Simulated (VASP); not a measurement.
Energy against volume of LaAlO$_{3}$ (cubic perovskite). Calculation: SCAN meta-GGA, VASP's PBE PAW potentials (set 64) (plane waves; VASP 6.6.1).

| V (Å³/atom) | E (eV/atom) |
|---|---|
| 10.144 | -17.56802 |
| 10.468 | -17.59065 |
| 10.791 | -17.59799 |
| 11.115 | -17.59227 |
| 11.439 | -17.57541 |

Task: Fit a third-order Birch-Murnaghan equation of state.

Result: 
The volume per atom is 10.80 Å³/atom and the bulk modulus is 214 GPa. The pressure derivative of the bulk modulus is 4.27 and the lattice constant a is 7.143 bohr.

Measured: a 3.810 Å (computed value off by -0.8 %), as given by Fedwa El-Mellouhi et al., Physical Review B (2013), arXiv:1211.6371. The calculation is for a static lattice, while the measured a holds thermal and zero-point effects, which are part of the difference.

The compound is LaAlO3 in the cubic perovskite structure, the ideal cubic form; the compound distorts at low or room temperature. It was relaxed first.
